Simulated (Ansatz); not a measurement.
We consider rock-salt LiI, described by HSE06 (PAW; Ansatz, a quantum-chemistry and plane-wave program).

Run with plane-wave cutoff 460 eV, 8×8×8 k mesh, Fermi–Dirac smearing 0.01 eV, scalar-relativistic PAW data made under PBE.

Pressure at four volumes; x = ln(V/26.727 Å³). One pressure is withheld.

```tsv
V (Å³/atom)	x	P (GPa)
25.391	-0.0513	?
25.831	-0.0341	0.828
26.727	0.0000	0.060
28.063	0.0488	-0.853
```

**Question.** Pass a parabola P(x) through the three rows shown, estimate the bulk modulus and its pressure derivative near zero pressure, and predict the withheld pressure.

**Answer.** Slopes between the rows: (0.060 − (0.828))/(0.0000 − (-0.0341)) = -22.52 and (-0.853 − (0.060))/(0.0488 − (0.0000)) = -18.71 GPa. Their difference over the span 0.0829 is c = 3.81/0.0829 = 46.0 GPa, so P(x) = 0.828 + (-22.52)(x − (-0.0341)) + 46.0 (x − (-0.0341))(x − (0.0000)). At the middle row B = −dP/dx = −[-22.52 + 46.0 × 0.0341] = 21.0 GPa, and B′ = dB/dP = 2c/B = 4.4. At x = -0.0513 the parabola gives 1.256 GPa; the run gives 1.261 GPa. The Birch–Murnaghan fit to the energies at all volumes has B0 = 20.6 GPa and B′ = 4.5.

Measured, for comparison: bulk modulus 24 GPa (0 K, extrapolated to 0 K; as tabulated in Doll and Stoll (1998), arXiv:cond-mat/9801031). Computed (rounded) less measured: bulk modulus -14 %.

Spin–orbit coupling is not included.
